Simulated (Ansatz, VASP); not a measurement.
# GaSb in VASP and in Ansatz

```
Sb Ga
1.0
     0.00000    3.05900    3.05900
     3.05900    0.00000    3.05900
     3.05900    3.05900    0.00000
Sb Ga
1 1
Cartesian
  4.5885 4.5885 4.5885
  0.0000 0.0000 0.0000
```

Alike in both runs: functional PBE exchange alone; k mesh 8 × 8 × 8; occupations fermi-dirac, width 0.05 eV; no spin polarisation.

|  | VASP | Ansatz |
| --- | --- | --- |
| version | VASP 6.6.1 | Ansatz 0.2.0 |
| potentials or method | VASP PAW PBE potentials, release 64 (Sb, Ga_d) | Ansatz PAW |
| plane-wave cutoff (eV) | 520 | 420 |
| valence electrons in the cell | 18 | 28 |
| task | single point | band structure |

```tsv
	VASP	Ansatz	Ansatz less VASP
gap on the k mesh at the Fermi level (eV)	none	none	-
pressure (GPa)	10.5	10.3	-0.19
```

A gap of «none» marks a metal or a gap that the smearing closes. With one functional, cell and mesh, what is left measures potentials, basis and numerics. The two sets of potentials don't hold the same shells in valence.

Caveats: this crystal is a semiconductor, whose small gap the functional closes, so the metal is an error of the method; spin-orbit coupling is left out, which moves the levels of the heavy elements (Ansatz); the PAW data sets come from PBE, with cores solved anew for the run's functional, which leaves a small shift of forces and pressure (Ansatz). Spin-orbit coupling is left out, which matters for the levels of Sb.
